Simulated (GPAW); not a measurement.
Runs of GPAW 26.7.0 on SnSe. It takes space group Fm-3m (No. 225, cubic). The conventional cell has a = 6.020 Å, b = 6.020 Å, c = 6.020 Å, α = 90.00°, β = 90.00°, γ = 90.00°. Around Sn (site symmetry m-3m) lie 6 Se at 3.01 Å. Se (site symmetry m-3m) is surrounded by 6 Sn at 3.01 Å. Measurements of this composition are mostly on another form, of space group No. 62.

| task | level | potentials or basis | cell | k mesh | cutoff (eV) | smearing | maxiter | eigensolver | convergence | supercell | supercell k mesh | other keys | mesh quality | gap on the mesh (eV) | pressure (GPa) |
| --- | --- | --- | --- | --- | --- | --- | --- | --- | --- | --- | --- | --- | --- | --- | --- |
| gruneisen | BLYP+D3(BJ) | PAW data sets generated in the run's folder for this functional, pw | relaxed | 8 × 8 × 8 | 510 | fermi-dirac 0.05 eV | 75 | davidson | density=1e-06 eigenstates=1e-09 | 1 × 1 × 1 | 8 × 8 × 8 | several, not listed | not flagged | 0.43 | 0.0 |
| single point | PBEsol | PAW data sets generated in the run's folder for this functional, pw | as given | 6 × 6 × 6 | 500 | fermi-dirac 0.05 eV | 120 | - | default | - | - | - | not flagged | (a) | -2.7 |
| single point | LDA | the program's PAW data sets (release 1.2.1) made for this functional, pw | as given | 6 × 6 × 6 | 450 | fermi-dirac 0.05 eV | 120 | - | default | - | - | - | not flagged | 0.61 | -4.8 |
| dielectric tensor | LDA | the program's PAW data sets (release 1.2.1) made for this functional, pw | as given | 6 × 6 × 6 | 450 | fermi-dirac 0.001 eV | 150 | - | - | - | - | - | not flagged | 0.61 | - |

Alike in all rows: no spin polarisation.

Q: Estimate the missing entries.

A: (a) 0.66.

Caveats: spin-orbit coupling is left out, which moves the levels of the heavy elements; the cutoff is short for stress and forces, so pressures can be off by a GPa or more (some runs); the density grid can change from cell to cell, which puts small steps into energies and stress (some runs); the LO-TO splitting is left out (some runs); the dielectric constant isn't converged in the k mesh (some runs); the gap is small at this level, which inflates the dielectric constant (some runs); the long-wavelength limit can be off by a per cent or two (some runs).

A k mesh can miss the band edges, and the runs leave out spin-orbit coupling on Se, Sn.

Runs at the PBE level aren't shown here.
